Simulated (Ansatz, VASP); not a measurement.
## Two plane-wave programs on Pb

INCAR

```
ALGO = Normal
EDIFF = 1E-6
ENCUT = 520
GGA = CA
ISIF = 2
ISMEAR = 1
LASPH = T
LCHARG = T
LELF = T
LREAL = F
LVHAR = T
LWAVE = F
NBANDS = 13
NELM = 100
PREC = Accurate
SIGMA = 0.6
```

KPOINTS

```
k-points
0
Gamma
  11 11 11
```

Contents of POSCAR:

```
Pb
1.0
    0.0000000000      2.4375492138      2.4375492138
    2.4375492138      0.0000000000      2.4375492138
    2.4375492138      2.4375492138      0.0000000000
Pb
1
Direct
    0.0000000000      0.0000000000      0.0000000000
```

Input for Ansatz:

```yaml
crystal:
  lattice:
    - [0.0, 2.4375492138, 2.4375492138]
    - [2.4375492138, 0.0, 2.4375492138]
    - [2.4375492138, 2.4375492138, 0.0]
  atoms:
    - { symbol: Pb, position: [0.0, 0.0, 0.0] }
hamiltonian:
  xc: lda
  pseudopotentials:
    kind: paw
    azcp:
      Pb: "pseudopotentials/Pb.paw.azcp"
basis:
  ecutwfc: 420
  fft_grid_basis: typed
kpoints:
  mp_grid: { grid: [11, 11, 11], shift: [0, 0, 0] }
magnetization:
  spin_polarized: false
scf:
  occupations: { method: methfessel_paxton, width: 0.6 }
  lower_state_search: "off"
output:
  stress: true
```

Alike in both runs: task single point; functional LDA; k mesh 11 × 11 × 11; occupations methfessel-paxton of order 1, width 0.6 eV; no spin polarisation.

```csv
,VASP,Ansatz
version,VASP 6.6.1,Ansatz 0.2.0
potentials or method,"VASP PAW LDA potentials, release 64 (Pb_d)","plane waves (420 eV) with PAW, scalar-relativistic"
plane-wave cutoff (eV),520,420
valence electrons in the cell,14,14
```

VASP gave:

```
pressure (GPa) : 0.1
```

**Question.** Estimate Ansatz's values.

**Answer.** Pressure (GPa): 0.0.

Ansatz warned: «pseudo_functional_mismatch».

Spin-orbit coupling is left out, which matters for the levels of Pb.
